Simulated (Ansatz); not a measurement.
Crystal: Co.

```
Co
1.0
     2.47056    0.00000    0.00000
    -1.23528    2.13957    0.00000
     0.00000    0.00000    8.08823
Co
4
Direct
  0.66667 0.33333 0.75000
  0.00000 0.00000 0.50000
  0.33333 0.66667 0.25000
  0.00000 0.00000 0.00000
```

| Quantity | Value |
| --- | --- |
| Program | Ansatz 0.2.0 |
| Task | relaxation of cell and atoms |
| Functional | revPBE |
| Dispersion | D3(BJ) |
| Potentials or basis | Ansatz PAW |
| Cutoff | 420 eV (not typed: the program's choice for these potentials) |
| k mesh | 12 × 12 × 4 |
| Occupations | fermi-dirac, width 0.05 eV |
| Spin | collinear spin, ferromagnetic start |
| Starting moments | [2.0, 2.0, 2.0, 2.0] μB |

At the start: volume 10.69 Å³/atom.

Problem. Where does the relaxation end?

Solution. It ends after 5 steps and the volume is 10.51 Å³/atom (-1.7 %); space group P6_3/mmc (No. 194, to 0.05 Å); moment 6.59 μB per cell.

The path:
```
step  energy change (eV)  largest force (eV/Å)  volume (Å³)
   1              0.0000                0.0000        42.75
   2             -0.0097                0.0000        42.38
   3             -0.0133                0.0000        42.03
   4             -0.0132                0.0000        42.05
   5             -0.0125                0.0000        42.05
```

Final structure:
```
Co
1.0
     2.46676    0.00000    0.00000
    -1.23338    2.13628    0.00000
     0.00000    0.00000    7.97928
Co
4
Direct
  0.66667 0.33333 0.75000
  0.00000 0.00000 0.50000
  0.33333 0.66667 0.25000
  0.00000 0.00000 0.00000
```

Caveat: the plane-wave basis is chosen anew once the cell has moved, so the energies of steps on either side of that aren't comparable; the PAW data sets come from PBE, with cores solved anew for the run's functional, which leaves a small shift of forces and pressure.
